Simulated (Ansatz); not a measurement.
A run of Ansatz 0.2.0 is set up as follows.

input.yaml

```yaml
crystal:
  lattice:
    - [3.3545324186, 0.0, 0.0]
    - [-1.6772662093, 2.9051102923, 0.0]
    - [0.0, 0.0, 5.47016065]
  atoms:
    - { symbol: Sb, position: [0.6666666667, 0.3333333333, 0.75] }
    - { symbol: Sb, position: [0.3333333333, 0.6666666667, 0.25] }
hamiltonian:
  xc: revpbe
  pseudopotentials: { kind: paw }
  dispersion: d4
kpoints:
  mp_grid: { grid: [9, 9, 5] }
scf:
  occupations: { method: fermi_dirac, width: 0.05 }
output:
  forces: true
  stress: true
  eigenvalues: true
relax:
  f_tol: 0.01
  max_steps: 40
  cell: { stress_tol: 0.05 }
```

Potentials or basis: Ansatz PAW.

The run is started by

```bash
$ ansatz run input.yaml --threads 2 --pin off --max-ram 5632MiB --backend cpu --events-out ev --progress --plain --runs-dir out
```

Q: Estimate the band gap on the k mesh.

A: None (metal or under the smearing width).

Q: Predict the relaxed volume.

A: 25.55 Å³/atom.

Q: Predict the space group after relaxing (to 0.05 Å).

A: P6_3/mmc (No. 194).

The path:
| step | energy change (eV) | largest force (eV/Å) | volume (Å³) |
| --- | --- | --- | --- |
| 1 | 0.0000 | 0.0000 | 53.31 |
| 2 | -0.0150 | 0.0000 | 50.12 |
| 3 | -0.0190 | 0.0000 | 51.20 |
| 4 | -0.0191 | 0.0000 | 51.11 |
| 5 | -0.0185 | 0.0000 | 51.11 |

Caveat: the plane-wave basis is chosen anew once the cell has moved, so the energies of steps on either side of that aren't comparable; pairwise dispersion overbinds metals, which lowers pressure and volume; the PAW data sets come from PBE, with cores solved anew for the run's functional, which leaves a small shift of forces and pressure. Spin-orbit coupling is left out, which matters for the levels of Sb.
